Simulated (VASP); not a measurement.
Runs of VASP 6.6.1 on GaP. It takes space group F-43m (No. 216, cubic). Conventional cell: a = 5.437 Å, b = 5.437 Å, c = 5.437 Å, α = 90.00°, β = 90.00°, γ = 90.00°. Around Ga (site symmetry -43m) lie 4 P at 2.35 Å. P (site symmetry -43m) is surrounded by 4 Ga at 2.35 Å. The cell is a database's computed one.

| level | potentials or basis | k mesh | cutoff (eV) | smearing | gap on the mesh (eV) | pressure (GPa) |
| --- | --- | --- | --- | --- | --- | --- |
| PBEsol | VASP PAW PBE potentials, release 64 (Ga_d, P) | 8 × 8 × 8 | 700 | gaussian 0.02 eV | 1.50 | 0.0 |
| PBEsol | VASP PAW PBE potentials, release 64 (Ga_h, P_h) | 8 × 8 × 8 | 900 | gaussian 0.02 eV | 1.50 | 0.1 |
| PBEsol | VASP PAW PBE potentials, release 64 (Ga_d, P) | 14 × 14 × 14 | 520 | gaussian 0.02 eV | 1.45 | 0.0 |
| r2SCAN | VASP PAW PBE potentials, release 64 (Ga_d, P) | 8 × 8 × 8 | 520 | gaussian 0.02 eV | (a) | 0.7 |
| PBEsol | VASP PAW PBE potentials, release 64 (Ga_d, P) | 8 × 8 × 8 | 520 | gaussian 0.5 eV | 1.50 | 0.0 |

Alike in all rows: task single point; no spin polarisation; cell as given.

Question: Fill in the values left out.

Answer: (a) 1.89.

Caveats: the PAW data sets were made with another functional, which shifts forces and pressure a little.

A k mesh can miss the band edges, and the runs leave out spin-orbit coupling on Ga.

Not every run made on this cell is shown here.
